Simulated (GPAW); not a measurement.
Runs of GPAW 26.7.0 on MnO2. Symmetry: P4_2/mnm, No. 136, tetragonal system. The conventional cell has a = 4.400 Å, b = 4.400 Å, c = 2.867 Å, α = 90.00°, β = 90.00°, γ = 90.00°. Mn (site symmetry mmm) has 6 O at 1.88 to 1.90 Å as nearest neighbours. O (site symmetry m2m) has 3 Mn at 1.88 to 1.90 Å as nearest neighbours. The cell is a database's computed one.

```csv
task,level,potentials or basis,k mesh,cutoff (eV),maxiter,band path,band points,convergence,ranks,mesh quality,gap on the mesh (eV),pressure (GPa),moment (μB),V0 of scaled cells (Å³/atom),B0 (GPa),largest force (eV/Å)
band structure,PBEsol,"PAW data sets generated in the run's folder for this functional, pw",4 × 4 × 6,800,150,"GXMGZRAZ,XR,MA",80,-,-,coarse,-,0.1,(b),-,-,-
single point,PBE,"GPAW PAW data sets (gpaw-data 1.2.1), pw",4 × 4 × 7,600,120,-,-,default,-,not flagged,none,(a),5.99,-,-,0.08
single point,LDA,"the program's PAW data sets (release 1.2.1) made for this functional, pw",4 × 4 × 7,600,120,-,-,default,-,not flagged,none,-17.6,5.78,-,-,0.10
equation of state,PBE,"GPAW PAW data sets (gpaw-data 1.2.1), pw",4 × 4 × 6,800,150,-,-,-,-,coarse,-,-,-,9.63,231,-
equation of state,PBEsol,"PAW data sets generated in the run's folder for this functional, pw",6 × 6 × 9,800,150,-,-,-,4,not flagged,-,-,-,9.27,249,-
equation of state,LDA,"the program's PAW data sets (release 1.2.1) made for this functional, pw",4 × 4 × 6,800,150,-,-,-,-,coarse,-,-,-,8.82,(c),-
band structure,LDA,"the program's PAW data sets (release 1.2.1) made for this functional, pw",4 × 4 × 6,800,150,"GXMGZRAZ,XR,MA",80,-,-,coarse,-,-11.0,5.75,-,-,0.10
single point,PBEsol,"PAW data sets generated in the run's folder for this functional, pw",6 × 6 × 9,800,150,-,-,-,-,not flagged,none,0.2,5.97,-,-,-
```

Alike in all rows: spin collinear, ferromagnetic start; cell as given; smearing fermi-dirac 0.05 eV.

Estimate the missing entries.

(a) 3.3; (b) 5.94; (c) 245.

Caveats: some runs use coarse meshes; semilocal functionals often make such compounds metallic where correlation or magnetic order opens a gap, which also shifts bond lengths (some runs); only a ferromagnetic start was run, and an antiferromagnetic order may lie lower in energy (some runs); the cell was scaled at fixed shape and fractional positions, which overstates the stiffness of a crystal with free parameters, most of all of layers and chains (some runs); the cutoff is short for stress and forces, so pressures can be off by a GPa or more (some runs); so large a pressure means that the cell lies far from this level's equilibrium, or that cutoff or potentials fall short (some runs).

A k mesh can miss the band edges.

A gap of «none» marks a metal or a gap under the smearing width.

Not every run made on this cell is shown here.
